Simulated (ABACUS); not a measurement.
Runs of ABACUS 3.10.1 on GaAs. Symmetry: F-43m, No. 216, cubic system. Conventional cell: a = 5.654 Å, b = 5.654 Å, c = 5.654 Å, α = 90.00°, β = 90.00°, γ = 90.00°. As (site symmetry -43m) has 4 Ga at 2.45 Å as nearest neighbours. Ga (site symmetry -43m) has 4 As at 2.45 Å as nearest neighbours. 

```csv
task,level,potentials or basis,cell,k mesh,cutoff (eV),max steps of the relaxation,force threshold,optimiser,stress threshold,SCF threshold on the density,mesh quality,pressure (GPa),V0 of scaled cells (Å³/atom),relaxed volume (Å³/atom),B0 (GPa)
relaxation of cell and atoms,PBEsol,"PseudoDojo NC SR 0.5 PBE stringent, DZP LCAO (the cutoffs set its grid)",relaxed,7 × 7 × 7,1551,60,0.02 eV/Å,cg,0.2 kbar,1e-07,not flagged,0.0,-,22.96,-
equation of state,TPSS,"SG15 ONCV 1.2 PBE, plane waves",as given,5 × 5 × 5,1320,-,-,-,-,1e-08,coarse,-,23.68,-,57
equation of state,LDA-PW92,"GBRV ultrasoft 1.5 LDA, plane waves",as given,6 × 6 × 6,544,-,-,-,-,1e-08,not flagged,-,22.09,-,(b)
relaxation of cell and atoms,revTPSS,"SG15 ONCV 1.2 PBE, plane waves",relaxed,5 × 5 × 5,1320,60,0.01 eV/Å,cg,0.2 kbar,1e-08,not flagged,0.0,-,(a),-
```

Alike in all rows: no spin polarisation; smearing fermi-dirac 0.05 eV.

Q: Estimate the missing entries.

A: (a) 23.01; (b) 74.

Caveats: some runs use coarse meshes; the potentials were made for another functional, which shifts forces and pressure (some runs); the atomic orbitals were generated for these runs and aren't a published set (some runs); the basis of atomic orbitals isn't converged, which shifts pressures, moduli and gaps (some runs).

The runs don't all hold the same shells in valence.
